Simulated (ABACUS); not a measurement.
# FeO (Wuestite) (Fm-3m) in ABACUS: further runs

Runs on FeO (Wuestite). Level: PBE. Tasks: band structure, equation of state.

Program: ABACUS 3.10.1. These are calculated values, not measurements. Logs are shortened: lines on timing, memory, paths and dates and some standing lists are left out, and cuts for length are marked.

## 1. The crystal as given

Symmetry: Fm-3m, No. 225, cubic system. The conventional cell has a = 4.311 Å, b = 4.311 Å, c = 4.311 Å, α = 90.00°, β = 90.00°, γ = 90.00°. Fe (site symmetry m-3m) has 6 O at 2.16 Å as nearest neighbours. Around O (site symmetry m-3m) lie 6 Fe at 2.16 Å.

## 2. Band structure, PBE, collinear spin, ferromagnetic start

The input, INPUT:

```
INPUT_PARAMETERS
suffix              FeO
calculation         nscf
basis_type          lcao
pseudo_dir          ./
orbital_dir         ./
symmetry            -1
dft_functional      pbe
ecutwfc             100.0
pseudo_rcut         10
nspin               2
nbands              23
ks_solver           genelpa
smearing_method     fd
smearing_sigma      0.00367493
scf_thr             1e-07
scf_nmax            100
mixing_type         broyden
mixing_beta         0.4
init_chg            file
out_band            1
```

The input, STRU:

```
ATOMIC_SPECIES
Fe 55.8450 Fe.upf
O 15.9990 O.upf

NUMERICAL_ORBITAL
Fe_confined-atom_7au_4s3p3d1f.orb
O_confined-atom_6au_3s3p2d1f.orb

LATTICE_CONSTANT
1.8897261246

LATTICE_VECTORS
3.0481959100 0.0000000000 0.0000000000
1.5240979550 2.6398150938 0.0000000000
1.5240979550 0.8799383646 2.4888415385

ATOMIC_POSITIONS
Direct

Fe
0.0
1
0.0000000000 0.0000000000 0.0000000000 1 1 1 mag 3

O
0.0
1
0.5000000000 0.5000000000 0.5000000000 1 1 1 mag 0
```

The input, KPT:

```
K_POINTS
12
Line
0.00000000 0.00000000 0.00000000 10 // G
0.50000000 0.00000000 0.50000000 10 // X
0.50000000 0.25000000 0.75000000 10 // W
0.37500000 0.37500000 0.75000000 10 // K
0.00000000 0.00000000 0.00000000 10 // G
0.50000000 0.50000000 0.50000000 10 // L
0.62500000 0.25000000 0.62500000 10 // U
0.50000000 0.25000000 0.75000000 10 // W
0.50000000 0.50000000 0.50000000 10 // L
0.37500000 0.37500000 0.75000000 1 // K
0.62500000 0.25000000 0.62500000 10 // U
0.50000000 0.00000000 0.50000000 1 // X
```

Potentials or basis: PseudoDojo NC SR 0.5 PBE standard, TZDP LCAO (the cutoffs set its grid).

Launch:

```
> OMP_NUM_THREADS=1 mpirun -np 4 abacus > log
```

running log:

```text
ABACUS v3.10.1

               Atomic-orbital Based Ab-initio Computation at UStc

 ------------------------------------------------------------------------------------

 READING GENERAL INFORMATION
                           global_out_dir = OUT.FeO/
                           global_in_card = INPUT
                               pseudo_dir = ./
                              orbital_dir = ./
                                    DSIZE = 4
                                    GSIZE = 1

 READING UNITCELL INFORMATION
                                    ntype = 2
                  lattice constant (Bohr) = 1.88973
              lattice constant (Angstrom) = 1

 READING ATOM TYPE 1
                               atom label = Fe
                      L=0, number of zeta = 4
                      L=1, number of zeta = 3
                      L=2, number of zeta = 3
                      L=3, number of zeta = 1
             number of atom for this type = 1
               magnetization of element 1 = 3

 READING ATOM TYPE 2
                               atom label = O
                      L=0, number of zeta = 3
                      L=1, number of zeta = 3
                      L=2, number of zeta = 2
                      L=3, number of zeta = 1
             number of atom for this type = 1
               magnetization of element 2 = 0

                        TOTAL ATOM NUMBER = 2
DIRECT COORDINATES
    atom                   x                   y                   z     mag                  vx                  vy                  vz
taud_Fe1            0.0000000000        0.0000000000        0.0000000000  3.0000        0.0000000000        0.0000000000        0.0000000000
taud_O1            0.5000000000        0.5000000000        0.5000000000  0.0000        0.0000000000        0.0000000000        0.0000000000

                          Volume (Bohr^3) = 135.148
                             Volume (A^3) = 20.0269

 Lattice vectors: (Cartesian coordinate: in unit of a_0)
              +3.0482                  +0                  +0
              +1.5241            +2.63982                  +0
              +1.5241           +0.879938            +2.48884
 Reciprocal vectors: (Cartesian coordinate: in unit of 2 pi/a_0)
            +0.328063           -0.189407           -0.133931
                   -0           +0.378814           -0.133931
                   +0                  -0           +0.401793
 The esolver type has been set to : ksdft_lcao

                PAO radial cut off (Bohr) = 10

 Read in pseudopotential file is Fe.upf
                     pseudopotential type = NC
          exchange-correlation functional = PBE
                 nonlocal core correction = 1
                        valence electrons = 16
                                     lmax = 2
                           number of zeta = 4
                     number of projectors = 6
                           L of projector = 0
                           L of projector = 0
                           L of projector = 1
                           L of projector = 1
                           L of projector = 2
                           L of projector = 2
                PAO radial cut off (Bohr) = 10

 Read in pseudopotential file is O.upf
                     pseudopotential type = NC
          exchange-correlation functional = PBE
                 nonlocal core correction = 1
                        valence electrons = 6
                                     lmax = 2
                           number of zeta = 2
                     number of projectors = 5
                           L of projector = 0
                           L of projector = 0
                           L of projector = 1
                           L of projector = 1
                           L of projector = 2
     initial pseudo atomic orbital number = 14
 The readin total magnetization is 3

 SETUP THE ELECTRONS NUMBER
            electron number of element Fe = 16
      total electron number of element Fe = 16
             electron number of element O = 6
       total electron number of element O = 6
            AUTOSET number of electrons:  = 22
                           occupied bands = 11
                                   NLOCAL = 64
                                   NBANDS = 23
                                   NBANDS = 23
                                   NLOCAL = 64

%%%%%%%%%%%%%%%%%%%%%%%%%%%%%%%%%%%%%%%%%%%%%%%%%%%%%%%%%%%%%%%%%%%%%%%%%%%%%%%%%%%%%%%%%%%%%%%%%%%%%%%%%%
 Warning: the number of valence electrons in pseudopotential > 8 for Fe: [Ar] 3d6 4s2
 Pseudopotentials with additional electrons can yield (more) accurate outcomes, but may be less efficient.
 If you're confident that your chosen pseudopotential is appropriate, you can safely ignore this warning.
%%%%%%%%%%%%%%%%%%%%%%%%%%%%%%%%%%%%%%%%%%%%%%%%%%%%%%%%%%%%%%%%%%%%%%%%%%%%%%%%%%%%%%%%%%%%%%%%%%%%%%%%%%

 SETUP THE PLANE WAVE BASIS
 energy cutoff for charge/potential (unit:Ry) = 400
            fft grid for charge/potential = [ 40, 40, 40 ]
                        fft grid division = [ 5, 5, 5 ]
        big fft grid for charge/potential = [ 8, 8, 8 ]
                                     nbxx = 128
                                     nrxx = 16000

 SETUP PLANE WAVES FOR CHARGE/POTENTIAL
                    number of plane waves = 18197
                         number of sticks = 925

 PARALLEL PW FOR CHARGE/POTENTIAL
     PROC   COLUMNS(POT)             PW
        1            231           4549
        2            230           4550
        3            232           4549
        4            232           4549
 --------------- sum -------------------
        4            925          18197
                            number of |g| = 223
                                  max |g| = 36.1621
                                  min |g| = 0.161438

----------- Double Check Mixing Parameters Begin ------------
mixing_type: broyden
mixing_beta: 0.4
mixing_gg0: 1
mixing_gg0_min: 0.1
mixing_beta_mag: 1.6
mixing_gg0_mag: 0
mixing_ndim: 8
----------- Double Check Mixing Parameters End ------------

 SETUP K-POINTS
                                    nspin = 2
                                   nkstot = 102
K-POINTS DIRECT COORDINATES
 KPOINTS    DIRECT_X    DIRECT_Y    DIRECT_Z  WEIGHT
       1  0.00000000  0.00000000  0.00000000  1.0000
       2  0.05000000  0.00000000  0.05000000  1.0000
       3  0.10000000  0.00000000  0.10000000  1.0000
       4  0.15000000  0.00000000  0.15000000  1.0000
       5  0.20000000  0.00000000  0.20000000  1.0000
       6  0.25000000  0.00000000  0.25000000  1.0000
[... 22 lines left out ...]
      29  0.40000000  0.35000000  0.75000000  1.0000
      30  0.38750000  0.36250000  0.75000000  1.0000
[... 72 further k points ...]

           k-point number in this process = 102
       minimum distributed K point number = 102
                             nks(nspin=2) = 204
                          nkstot(nspin=2) = 204

[... K-POINTS CARTESIAN COORDINATES: 204 rows ...]

[... K-POINTS DIRECT COORDINATES: 204 rows ...]

 SETUP PLANE WAVES FOR WAVE FUNCTIONS
     energy cutoff for wavefunc (unit:Ry) = 100
              fft grid for wave functions = [ 40, 40, 40 ]
                    number of plane waves = 2891
                         number of sticks = 265

 PARALLEL PW FOR WAVE FUNCTIONS
     PROC   COLUMNS(POT)             PW
        1             66            722
        2             66            722
        3             66            724
        4             67            723
 --------------- sum -------------------
        4            265           2891

 SET NONLOCAL PSEUDOPOTENTIAL PROJECTORS
 SET NONLOCAL PSEUDOPOTENTIAL PROJECTORS
 max number of nonlocal projetors among all species is 6

 -------------------------------------------
 NONSELF-CONSISTENT
 -------------------------------------------

 SETUP SEARCHING RADIUS FOR PROGRAM TO SEARCH ADJACENT ATOMS
                  longest orb rcut (Bohr) = 7
   longest nonlocal projector rcut (Bohr) = 1.58
                     search radius (Bohr) = 17.2
              searching radius is (Bohr)) = 17.2
         searching radius unit is (Bohr)) = 1.89
                         PeriodicBoundary = 1
                        Radius(unit:lat0) = 9.08
                                   glayer = [ 5, 5, 5 ]
                             glayer_minus = [ 4, 4, 4 ]

Find the coordinate range of the input atom(unit:lat0).
                                  min_tau = [ -24.4, -14.1, -9.96 ]
                                  max_tau = [ 27.4, 15.8, 11.2 ]
                                BoxNumber = [ 9, 9, 9 ]

 SETUP EXTENDED REAL SPACE GRID FOR GRID INTEGRATION
                          real space grid = [ 40, 40, 40 ]
                 big cell numbers in grid = [ 8, 8, 8 ]
             meshcell numbers in big cell = [ 5, 5, 5 ]
                        extended fft grid = [ 12, 12, 12 ]
                dimension of extened grid = [ 33, 33, 33 ]
                            UnitCellTotal = 125
              Atom number in sub-FFT-grid = 2
    Local orbitals number in sub-FFT-grid = 64
                                ParaV.nnr = 88848
                                 init_chg = file
 try to read charge from file
 Read in the charge density: OUT.FeO//FeO-CHARGE-DENSITY.restart

 LCAO ALGORITHM --------------- ION=   1  ELEC=   1--------------------------------
[... levels at 204 k points of this process ...]

          total magnetism (Bohr mag/cell) = 4.00119
       absolute magnetism (Bohr mag/cell) = 4.01902
                        nelec for spin up = 13.0006
                      nelec for spin down = 8.99940

 Density error is 0.00000000000
----------------------------------------------------------
     Energy           Rydberg                 eV
----------------------------------------------------------
 E_KohnSham     -283.7289698316      -3860.3306773796
 E_KS(sigma->0) -283.7286319086      -3860.3260797020
 E_Harris       -283.7289698316      -3860.3306773796
 E_band         -19.6482778344       -267.3285344349
 E_one_elec     -124.8621531246      -1698.8367470436
 E_Hartree      75.2058750482        1023.2284237311
 E_xc           -44.0444597424       -599.2556178276
 E_Ewald        -190.0275561669      -2585.4575408843
 E_entropy(-TS) -0.0006758459        -0.0091953552
 E_descf        0.0000000000         0.0000000000
 E_exx          0.0000000000         0.0000000000
 E_Fermi        1.0762140240         14.6426429934
----------------------------------------------------------

 charge density convergence is achieved
 final etot is -3860.3306774 eV
 EFERMI = 14.642642993 eV

 STATE ENERGY(eV) AND OCCUPATIONS    NSPIN == 2
SPIN UP :
 1/102 kpoint (Cartesian) = 0.0000 0.0000 0.0000 (566 pws)
       1       -75.1748     0.00980392
       2       -41.3269     0.00980392
       3       -41.3269     0.00980392
       4       -41.3269     0.00980392
       5       -6.10202     0.00980392
       6        10.6174     0.00980392
[... 15 lines left out ...]
      22        38.2904        0.00000
      23        38.2904        0.00000

 2/102 kpoint (Cartesian) = 0.016403 -0.0094704 0.013393 (557 pws)
       1       -75.1746     0.00980392
       2       -41.3281     0.00980392
       3       -41.3273     0.00980392
       4       -41.3273     0.00980392
       5       -6.06880     0.00980392
       6        9.96579     0.00980392
[... 15 lines left out ...]
      22        38.3342        0.00000
      23        39.2834        0.00000

 3/102 kpoint (Cartesian) = 0.032806 -0.018941 0.026786 (559 pws)
       1       -75.1741     0.00980392
       2       -41.3316     0.00980392
       3       -41.3287     0.00980392
       4       -41.3287     0.00980392
       5       -5.97326     0.00980392
       6        9.12816     0.00980392
[... 15 lines left out ...]
      22        38.4669        0.00000
      23        40.7784        0.00000

 4/102 kpoint (Cartesian) = 0.049209 -0.028411 0.040179 (559 pws)
       1       -75.1733     0.00980392
       2       -41.3370     0.00980392
       3       -41.3309     0.00980392
       4       -41.3309     0.00980392
       5       -5.82742     0.00980392
       6        8.36419     0.00980392
[... 15 lines left out ...]
      22        38.6922        0.00000
      23        41.9452        0.00000

 5/102 kpoint (Cartesian) = 0.065613 -0.037881 0.053572 (556 pws)
       1       -75.1722     0.00980392
       2       -41.3438     0.00980392
       3       -41.3337     0.00980392
       4       -41.3337     0.00980392
       5       -5.64989     0.00980392
       6        7.74174     0.00980392
[... 15 lines left out ...]
      22        39.8001        0.00000
      23        42.4257        0.00000

 6/102 kpoint (Cartesian) = 0.082016 -0.047352 0.066966 (558 pws)
       1       -75.1712     0.00980392
       2       -41.3513     0.00980392
       3       -41.3367     0.00980392
       4       -41.3367     0.00980392
       5       -5.46326     0.00980392
       6        7.30048     0.00980392
[... 15 lines left out ...]
      22        41.5278        0.00000
      23        42.1429        0.00000

[... levels at 198 further k points ...]

 --------------------------------------------
 !FINAL_ETOT_IS -3860.330677379575 eV
 --------------------------------------------

 Output bands in file: OUT.FeO/BANDS_1.dat

 Output bands in file: OUT.FeO/BANDS_2.dat
```

Wall time 2.2 s (4 MPI ranks of Intel Xeon Platinum 8488C (Sapphire Rapids), shared host); peak memory 0.52 GiB.

Levels at the corners of the path, in eV from the Fermi level:
Spin up:
| point | band 11 | band 12 | band 13 | band 14 | band 15 | band 16 |
| --- | --- | --- | --- | --- | --- | --- |
| Γ | -3.98 | -3.94 | -3.94 | -0.02 | 15.28 | 16.86 |
| X | -3.06 | -3.04 | -3.04 | 5.18 | 8.57 | 10.60 |
| W | -3.18 | -3.04 | -1.96 | 7.33 | 8.83 | 8.83 |
| K | -2.89 | -2.72 | -1.94 | 6.68 | 8.59 | 8.59 |
| Γ | -3.98 | -3.94 | -3.94 | -0.02 | 15.28 | 16.86 |
| L | -2.73 | -0.57 | -0.57 | 3.97 | 8.32 | 12.41 |
| U | -2.89 | -2.72 | -1.94 | 6.68 | 8.59 | 8.59 |
| W | -3.18 | -3.04 | -1.96 | 7.33 | 8.83 | 8.83 |
| L | -2.73 | -0.57 | -0.57 | 3.97 | 8.32 | 12.41 |
| K | -2.89 | -2.72 | -1.94 | 6.68 | 8.59 | 8.59 |
| U | -2.89 | -2.72 | -1.94 | 6.68 | 8.59 | 8.59 |
| X | -3.06 | -3.04 | -3.04 | 5.18 | 8.57 | 10.60 |
Spin down:
```csv
point,band 6,band 7,band 8,band 9,band 10,band 11,band 12,band 13
Γ,-3.41,-3.41,-3.41,-0.74,-0.74,-0.74,0.23,0.23
X,-7.04,-4.58,-4.58,-2.16,0.76,0.76,0.78,1.19
W,-6.24,-6.24,-5.66,-0.06,-0.06,0.76,1.10,1.84
K,-6.65,-6.26,-4.97,-0.83,0.57,0.67,1.34,1.78
Γ,-3.41,-3.41,-3.41,-0.74,-0.74,-0.74,0.23,0.23
L,-8.16,-5.25,-5.25,0.41,0.41,0.59,2.80,2.80
U,-6.65,-6.26,-4.97,-0.83,0.57,0.67,1.34,1.78
W,-6.24,-6.24,-5.66,-0.06,-0.06,0.76,1.10,1.84
L,-8.16,-5.25,-5.25,0.41,0.41,0.59,2.80,2.80
K,-6.65,-6.26,-4.97,-0.83,0.57,0.67,1.34,1.78
U,-6.65,-6.26,-4.97,-0.83,0.57,0.67,1.34,1.78
X,-7.04,-4.58,-4.58,-2.16,0.76,0.76,0.78,1.19
```

Caveat: the atomic orbitals were generated for these runs and aren't a published set; the density is read from an earlier self-consistent run, whose mesh may be coarse; the basis of atomic orbitals isn't converged, which shifts pressures, moduli and gaps.

## 3. Band structure, PBE, collinear spin, ferromagnetic start

Changes to INPUT since step 2:

```diff
@@ -11,3 +11,3 @@
 nspin               2
-nbands              23
+nbands              14
 ks_solver           genelpa
```

The input, STRU:

```
ATOMIC_SPECIES
Fe 55.8450 Fe_ONCV_PBE-1.2.upf
O 15.9990 O_ONCV_PBE-1.2.upf

NUMERICAL_ORBITAL
Fe_confined-atom_7au_2s1p1d.orb
O_confined-atom_6au_1s1p.orb

LATTICE_CONSTANT
1.8897261246

LATTICE_VECTORS
0.0000000000 2.1554000000 2.1554000000
2.1554000000 0.0000000000 2.1554000000
2.1554000000 2.1554000000 0.0000000000

ATOMIC_POSITIONS
Direct

Fe
0.0
1
0.0000000000 0.0000000000 0.0000000000 1 1 1 mag 3

O
0.0
1
0.5000000000 0.5000000000 0.5000000000 1 1 1 mag 0
```

KPT is that of step 2.

Potentials or basis: SG15 ONCV 1.2 PBE, SZ LCAO (the cutoffs set its grid).

Launch:

```
> OMP_NUM_THREADS=1 mpirun -np 4 abacus > log
```

It took 0.73 s on 4 MPI ranks of AMD EPYC 9R14 (Zen 4), shared host; peak memory 0.36 GiB.

The run converged, but some of its settings lie outside the range that counts as converged, so its numbers aren't taken as properties of the crystal.

Caveat: the atomic orbitals were generated for these runs and aren't a published set; the density is read from an earlier self-consistent run, whose mesh may be coarse; the basis of atomic orbitals isn't converged, which shifts pressures, moduli and gaps.

## 4. Equation of state, PBE, collinear spin, ferromagnetic start, 9.41 Å³/atom (volume scaled by 0.94)

The input, INPUT:

```
INPUT_PARAMETERS
suffix              FeO
calculation         scf
basis_type          lcao
pseudo_dir          ./
orbital_dir         ./
symmetry            1
dft_functional      pbe
ecutwfc             100
pseudo_rcut         10
nspin               2
nbands              14
ks_solver           genelpa
smearing_method     fd
smearing_sigma      0.00367493
scf_thr             1e-07
scf_nmax            100
mixing_type         broyden
mixing_beta         0.4
cal_force           1
cal_stress          1
out_mul             1
```

Changes to STRU since step 3:

```diff
@@ -12,5 +12,5 @@
 LATTICE_VECTORS
-0.0000000000 2.1554000000 2.1554000000
-2.1554000000 0.0000000000 2.1554000000
-2.1554000000 2.1554000000 0.0000000000
+0.0000000000 2.1113998987 2.1113998987
+2.1113998987 0.0000000000 2.1113998987
+2.1113998987 2.1113998987 0.0000000000
```

The input, KPT:

```
K_POINTS
0
Gamma
10 10 10 0 0 0
```

Launch:

```
> OMP_NUM_THREADS=1 mpirun -np 4 abacus > log
```

It took 4.9 s on 4 MPI ranks of AMD EPYC 9R14 (Zen 4), shared host; peak memory 0.36 GiB.

The run converged, but some of its settings lie outside the range that counts as converged, so its numbers aren't taken as properties of the crystal.

What came out:

| Quantity | Value |
| --- | --- |
| Free energy | -3651.4731 eV |
| Pressure | 24.1 GPa |
| Band gap on the k mesh | none (metal or under the smearing width) |
| Net moment | 3.49 μB per cell |
| Absolute moment | 3.49 μB per cell |
| Site moments | Fe +3.19; O +0.30 μB |
| Mulliken charges | Fe +0.84; O -0.84 e |

Caveat: the atomic orbitals were generated for these runs and aren't a published set; Mulliken charges move with the basis; the basis of atomic orbitals isn't converged, which shifts pressures, moduli and gaps; a cell with one magnetic atom can't hold antiferromagnetic order, which such compounds often take; semilocal functionals often make such compounds metallic where correlation or magnetic order opens a gap, which also shifts bond lengths.

(Part 1 of 2 ends here.)
